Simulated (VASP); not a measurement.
# Bi (Fm-3m) in VASP: density of states with PBE

Aim: the density of states of Bi with PBE.

All numbers are computed with VASP 6.6.1; they aren't measurements. Logs are shortened: lines on timing, memory, paths and dates and some standing lists are left out, and cuts for length are marked.

## 1. The structure

Symmetry: Fm-3m, No. 225, cubic system. Conventional cell: a = 5.152 Å, b = 5.152 Å, c = 5.152 Å, α = 90.00°, β = 90.00°, γ = 90.00°. Bi (site symmetry m-3m) has 12 Bi at 3.64 Å as nearest neighbours.

The cell was built by a generator and needn't be a form met in nature.

## 2. Density of states, PBE

File POSCAR:

```
Bi
1.0
    0.0000000000      2.5757670000      2.5757670000
    2.5757670000      0.0000000000      2.5757670000
    2.5757670000      2.5757670000      0.0000000000
Bi
1
Direct
    0.0000000000      0.0000000000      0.0000000000
```

File INCAR.step1:

```
SYSTEM = Bi
PREC = Accurate ; ENCUT = 520
EDIFF = 1E-6 ; ISMEAR = -1
SIGMA = 0.1103 ; LREAL = .FALSE.
LASPH = .TRUE. ; NELM = 60
ALGO = Normal ; ISIF = 2
LWAVE = .FALSE. ; LCHARG = .TRUE.
GGA = PE ; NBANDS = 14
```

File KPOINTS.step1:

```
Automatic mesh
0
G
  11 11 11
  0 0 0
```

File INCAR.step2:

```
SYSTEM = Bi
PREC = Accurate ; ENCUT = 520
EDIFF = 1E-6 ; ISMEAR = -5
SIGMA = 0.1103 ; LREAL = .FALSE.
LASPH = .TRUE. ; NELM = 60
ALGO = Normal ; ISIF = 2
LWAVE = .FALSE. ; LCHARG = .FALSE.
GGA = PE ; LORBIT = 11
NEDOS = 1001 ; ICHARG = 11
```

File KPOINTS.step2:

```
Automatic mesh
0
G
  17 17 17
  0 0 0
```

Potentials or basis: VASP PAW PBE potentials, release 64 (Bi_d).

On the command line:

```bash
$ cat potpaw_PBE.64/Bi_d/POTCAR > POTCAR
$ cp INCAR.step1 INCAR
$ cp KPOINTS.step1 KPOINTS
$ mpirun -np 1 vasp_std > vasp.out
$ cp INCAR.step2 INCAR
$ cp KPOINTS.step2 KPOINTS
$ mpirun -np 1 vasp_std > vasp.out
```

OUTCAR:

```text
SYSTEM = Bi
   PREC = Accurate
   ENCUT = 520
   EDIFF = 1E-6
   ISMEAR = -5
   LREAL = .FALSE.
   LASPH = .TRUE.
   NELM = 60
   ISIF = 2
   GGA = PE
   LORBIT = 11
   ICHARG = 11

 ion  position               nearest neighbor table
   1  0.000  0.000  0.000-

  LATTYP: Found a face centered cubic cell.
 ALAT       =     5.1515340000

  Lattice vectors:

 A1 = (   0.0000000000,   2.5757670000,   2.5757670000)
 A2 = (   2.5757670000,   0.0000000000,   2.5757670000)
 A3 = (   2.5757670000,   2.5757670000,   0.0000000000)

Analysis of symmetry for initial positions (statically):
=====================================================================
 Subroutine PRICEL returns:
 Original cell was already a primitive cell.

 Routine SETGRP: Setting up the symmetry group for a
 face centered cubic supercell.

 Subroutine GETGRP returns: Found 48 space group operations
 (whereof 48 operations were pure point group operations)
 out of a pool of 48 trial point group operations.

The static configuration has the point symmetry O_h .

Analysis of symmetry for dynamics (positions and initial velocities):
=====================================================================
 Subroutine PRICEL returns:
 Original cell was already a primitive cell.

 Routine SETGRP: Setting up the symmetry group for a
 face centered cubic supercell.

 Subroutine GETGRP returns: Found 48 space group operations
 (whereof 48 operations were pure point group operations)
 out of a pool of 48 trial point group operations.

The dynamic configuration has the point symmetry O_h .

 Subroutine INISYM returns: Found 48 space group operations
 (whereof 48 operations are pure point group operations),
 and found     1 'primitive' translations

----------------------------------------------------------------------------------------

                                     Primitive cell

  volume of cell :      34.1782

  direct lattice vectors                    reciprocal lattice vectors
     0.000000000  2.575767000  2.575767000    -0.194116937  0.194116937  0.194116937
     2.575767000  0.000000000  2.575767000     0.194116937 -0.194116937  0.194116937
     2.575767000  2.575767000  0.000000000     0.194116937  0.194116937 -0.194116937

  length of vectors
     3.642684625  3.642684625  3.642684625     0.336220397  0.336220397  0.336220397

  position of ions in fractional coordinates (direct lattice)
     0.000000000  0.000000000  0.000000000

  ion indices of the primitive-cell ions
   primitive index   ion index
                 1           1

----------------------------------------------------------------------------------------

 KPOINTS: Automatic mesh

Automatic generation of k-mesh.
 Grid dimensions read from file:
 generate k-points for:   17   17   17

 Generating k-lattice:

  Cartesian coordinates                     Fractional coordinates (reciprocal lattice)
    -0.011418643  0.011418643  0.011418643     0.058823529  0.000000000  0.000000000
     0.011418643 -0.011418643  0.011418643     0.000000000  0.058823529  0.000000000
     0.011418643  0.011418643 -0.011418643     0.000000000  0.000000000  0.058823529

  Length of vectors
     0.019777670  0.019777670  0.019777670

  Shift w.r.t. Gamma in fractional coordinates (k-lattice)
     0.000000000  0.000000000  0.000000000

 TETIRR: Found    693 inequivalent tetrahedra from    29478

 Subroutine IBZKPT returns following result:
 ===========================================

 Found    165 irreducible k-points:

 Following reciprocal coordinates:
            Coordinates               Weight
  0.000000  0.000000  0.000000      1.000000
  0.058824  0.000000  0.000000      8.000000
  0.117647  0.000000  0.000000      8.000000
  0.176471  0.000000  0.000000      8.000000
  0.235294  0.000000  0.000000      8.000000
  0.294118  0.000000  0.000000      8.000000
[... 16 lines left out ...]
 -0.176471  0.058824  0.000000     24.000000
 -0.117647  0.058824  0.000000     24.000000
 [... further k-points ...]
   k-points           NKPTS =    165   k-points in BZ     NKDIM =    165   number of bands    NBANDS=     11
   number of dos      NEDOS =   1001   number of ions     NIONS =      1
   total plane-waves  NPLWV =  21952
   dimension x,y,z NGX =    28 NGY =   28 NGZ =   28
   dimension x,y,z NGXF=    56 NGYF=   56 NGZF=   56
   ions per type =               1
   NGX,Y,Z   is equivalent  to a cutoff of  12.78, 12.78, 12.78 a.u.
   NGXF,Y,Z  is equivalent  to a cutoff of  25.56, 25.56, 25.56 a.u.
 SYSTEM =  Bi
   PREC   = accura    normal or accurate (medium, high low for compatibility)
   ISTART =      0    job   : 0-new  1-cont  2-samecut
   ICHARG =     11    charge: 1-file 2-atom 10-const
   ISPIN  =      1    spin polarized calculation?
   LNONCOLLINEAR =      F non collinear calculations
   LSORBIT =      F    spin-orbit coupling
   LASPH  =      T    aspherical Exc in radial PAW
   ENCUT  =  520.0 eV  38.22 Ry    6.18 a.u.   6.77  6.77  6.77*2*pi/ulx,y,z
   NELM   =     60;   NELMIN=  2; NELMDL=  0     # of ELM steps
   EDIFF  = 0.1E-05   stopping-criterion for ELM
   LREAL  =      F    real-space projection
   EDIFFG = 0.1E-04   stopping-criterion for IOM
   NSW    =      0    number of steps for IOM
   IBRION =     -1    ionic relax: 0-MD 1-quasi-New 2-CG
   NFREE  =      0    steps in history (QN), initial steepest desc. (CG)
   ISIF   =      2    stress and relaxation
   ISYM   =      2    0-nonsym 1-usesym 2-fastsym
   POTIM  = 0.5000    time-step for ionic-motion
   TEBEG  =    0.0;   TEEND  =   0.0 temperature during run
   PSTRESS=    0.0 pullay stress
   NELECT =      15.0000    total number of electrons
   NUPDOWN=      -1.0000    fix difference up-down
   EMIN   =  10.00;   EMAX   =-10.00  energy-range for DOS
   EFERMI =   0.00;   METHOD = LEGACY
   ISMEAR =    -5;   SIGMA  =   0.11  broadening in eV -4-tet -1-fermi 0-gaus
   EFERMI_NEDOS =   21; number of points for ismear=-14 and -15
   IALGO  =     38    algorithm
   IMIX   =      4    mixing-type and parameters
     AMIX     =   0.40;   BMIX     =  1.00
     AMIX_MAG =   1.60;   BMIX_MAG =  1.00
  volume/ion in A,a.u.               =      34.18       230.65
  Fermi-wavevector in a.u.,A,eV,Ry     =   1.244100  2.351008 21.058896  1.547785
  Thomas-Fermi vector in A             =   2.378382
   LORBIT       =     11    0 simple, 1 ext, 2 COOP (PROOUT), +10 PAW based schemes
   GGA     = PE    functional components
   LHFCALC =     F    Hartree Fock is set to
   AEXX    =    0.0000 exact exchange contribution
   IVDW    =     0    specifies the selected vdW correction
   LEPSILON=     F    determine dielectric tensor
   LRPA    =     F    only Hartree local field effects (RPA)
 non-spin polarized calculation
 Fermi weights with tetrahedron method with Bloechl corrections
  energy-cutoff  :      520.00
  volume of cell :       34.18
 maximum number of plane-waves:       941

 number of electron      15.0000002 magnetization

 Free energy of the ion-electron system (eV)
  ---------------------------------------------------
  ext. energy  EPLUGINS =         0.00000000
  ---------------------------------------------------
  free energy    TOTEN  =        -3.67804679 eV

  energy without entropy =       -3.67804679  energy(sigma->0) =       -3.67804679

 E-fermi :   6.9278     XC(G=0):  -9.8557

 val. band max:        6.9268876669   @ k =  -0.4706   0.4706   0.0588
 cond. band min:       6.9263388505   @ k =  -0.4706   0.4118   0.1176
 fundamental gap:     -0.0005488163
 Fermi energy:         6.9278063620

 k-point     1 :       0.0000    0.0000    0.0000
  band No.  band energies     occupation
      1     -16.1662      2.00000
      2     -16.1662      2.00000
      3     -16.1662      2.00000
      4     -16.1165      2.00000
      5     -16.1165      2.00000
      6      -6.1186      2.00000
      7      11.2216      0.00000
      8      11.2216      0.00000
      9      11.2216      0.00000
     10      14.6840      0.00000
     11      15.9851      0.00000

 k-point     2 :       0.0588    0.0000    0.0000
  band No.  band energies     occupation
      1     -16.1658      2.00000
      2     -16.1642      2.00000
      3     -16.1642      2.00000
      4     -16.1165      2.00000
      5     -16.1165      2.00000
      6      -6.0658      2.00000
      7      10.5350      0.00000
      8      11.1599      0.00000
      9      11.1599      0.00000
     10      15.0718      0.00000
     11      15.6812      0.00000

 k-point     3 :       0.1176    0.0000    0.0000
  band No.  band energies     occupation
      1     -16.1646      2.00000
      2     -16.1592      2.00000
      3     -16.1592      2.00000
      4     -16.1157      2.00000
      5     -16.1157      2.00000
      6      -5.9087      2.00000
      7       9.1470      0.00000
      8      10.9928      0.00000
      9      10.9928      0.00000
     10      14.8167      0.00000
     11      16.3808      0.00000

 k-point     4 :       0.1765    0.0000    0.0000
  band No.  band energies     occupation
      1     -16.1631      2.00000
      2     -16.1543      2.00000
      3     -16.1543      2.00000
      4     -16.1120      2.00000
      5     -16.1120      2.00000
      6      -5.6517      2.00000
      7       7.6225     -0.07005
      8      10.7616      0.00000
      9      10.7616      0.00000
     10      14.3983      0.00000
     11      17.4922      0.00000

 k-point     5 :       0.2353    0.0000    0.0000
  band No.  band energies     occupation
      1     -16.1614      2.00000
      2     -16.1525      2.00000
      3     -16.1525      2.00000
      4     -16.1033      2.00000
      5     -16.1033      2.00000
      6      -5.3048      2.00000
      7       6.1398      2.12601
      8      10.5099      0.00000
      9      10.5099      0.00000
     10      14.0872      0.00000
     11      17.2962      0.00000
[... 211 lines left out ...]
 k-point    21 :      -0.2941    0.0588    0.0000
  band No.  band energies     occupation
      1     -16.1589      2.00000
      2     -16.1535      2.00000
      3     -16.1524      2.00000
      4     -16.0934      2.00000
      5     -16.0812      2.00000
      6      -4.6967      2.00000
      7       4.3971      2.00000
      8       9.4382      0.00000
      9      10.4227      0.00000
     10      14.2591      0.00000
     11      15.7608      0.00000

 k-point    22 :      -0.2353    0.0588    0.0000
  band No.  band energies     occupation
      1     -16.1612      2.00000
      2     -16.1510      2.00000
      3     -16.1504      2.00000
      4     -16.1068      2.00000
      5     -16.0929      2.00000
      6      -5.1284      2.00000
      7       5.6853      2.01846
      8       9.6388      0.00000
      9      10.7089      0.00000
     10      14.4165      0.00000
     11      16.3402      0.00000

 k-point    23 :      -0.1765    0.0588    0.0000
  band No.  band energies     occupation
      1     -16.1634      2.00000
      2     -16.1515      2.00000
      3     -16.1507      2.00000
      4     -16.1161      2.00000
      5     -16.1035      2.00000
      6      -5.5002      2.00000
      7       7.1033      0.69589
      8       9.9132      0.00000
      9      10.9709      0.00000
     10      14.6600      0.00000
     11      16.9463      0.00000

 k-point    24 :      -0.1176    0.0588    0.0000
  band No.  band energies     occupation
      1     -16.1653      2.00000
      2     -16.1565      2.00000
      3     -16.1538      2.00000
      4     -16.1190      2.00000
      5     -16.1108      2.00000
      6      -5.7876      2.00000
      7       8.5588      0.00000
      8      10.2554      0.00000
      9      11.1603      0.00000
     10      14.9916      0.00000
     11      16.3308      0.00000

 [... further k-points ...]
[... 5 lines left out ...]
  --------------------------------------------------------------------------------------
  -------------------------------------------------------------------------------------
  Total       -0.7319941     -0.7319941     -0.7319941      0.0000000      0.0000000      0.0000000
  in kB      -34.3137725    -34.3137725    -34.3137725      0.0000000      0.0000000      0.0000000
  external PRESSURE =     -34.3137725 kB  Pullay stress =       0.0000000 kB

 VOLUME and BASIS-vectors are now :
 -----------------------------------------------------------------------------
  energy-cutoff  :      520.00
  volume of cell :       34.18
      direct lattice vectors                 reciprocal lattice vectors
     0.000000000  2.575767000  2.575767000    -0.194116937  0.194116937  0.194116937
     2.575767000  0.000000000  2.575767000     0.194116937 -0.194116937  0.194116937
     2.575767000  2.575767000  0.000000000     0.194116937  0.194116937 -0.194116937

 POSITION                                       TOTAL-FORCE (eV/Angst)
 -----------------------------------------------------------------------------------
      0.00000      0.00000      0.00000         0.000000     -0.000000     -0.000000
 -----------------------------------------------------------------------------------
    total drift:                                0.000000      0.000000      0.000000

  FREE ENERGIE OF THE ION-ELECTRON SYSTEM (eV)
  ---------------------------------------------------
  free  energy   TOTEN  =        -3.6780467881 eV

  energy  without entropy=       -3.6780467881  energy(sigma->0) =       -3.67804679

 total charge

# of ion       s       p       d       tot
------------------------------------------
    1        1.563   1.203   9.913  12.679
```

It took 30 s on 1 thread of AMD EPYC 9R45 (Zen 5), shared host; peak memory 0.16 GiB.

Results:

* Valence electrons inside the program's atomic spheres: Bi 12.68

States per cell in windows of 0.5 eV (zero at the Fermi level; states under -8 eV left out):
```
from (eV)  total  Bi1_p  Bi1_d  Bi1_s
     -8.0   0.00   0.00   0.00   0.00
     -7.5   0.00   0.00   0.00   0.00
     -7.0   0.00   0.00   0.00   0.00
     -6.5   0.00   0.00   0.00   0.00
     -6.0   0.00   0.00   0.00   0.00
     -5.5   0.00   0.00   0.00   0.00
     -5.0   0.04   0.01   0.00   0.00
     -4.5   0.16   0.06   0.00   0.00
     -4.0   0.38   0.14   0.00   0.01
     -3.5   0.63   0.24   0.00   0.02
     -3.0   0.25   0.09   0.00   0.02
     -2.5   0.27   0.11   0.00   0.01
     -2.0   0.27   0.11   0.00   0.01
     -1.5   0.30   0.12   0.01   0.01
     -1.0   0.32   0.14   0.01   0.01
     -0.5   0.37   0.16   0.01   0.01
      0.0   0.47   0.22   0.01   0.01
      0.5   0.48   0.23   0.01   0.01
      1.0   0.45   0.23   0.01   0.01
      1.5   0.42   0.22   0.01   0.00
      2.0   0.40   0.23   0.01   0.00
      2.5   0.37   0.22   0.00   0.00
      3.0   0.23   0.14   0.00   0.00
      3.5   0.15   0.10   0.00   0.00
      4.0   0.07   0.03   0.00   0.00
      4.5   0.08   0.00   0.01   0.00
      5.0   0.16   0.01   0.02   0.00
      5.5   0.25   0.01   0.04   0.01
      6.0   0.32   0.02   0.05   0.01
      6.5   0.44   0.03   0.06   0.01
      7.0   0.66   0.06   0.08   0.02
      7.5   0.40   0.04   0.05   0.01
```

Caveat: spin-orbit coupling is left out, which moves the levels of the heavy elements; tetrahedron occupations give inexact forces and stress in metals.
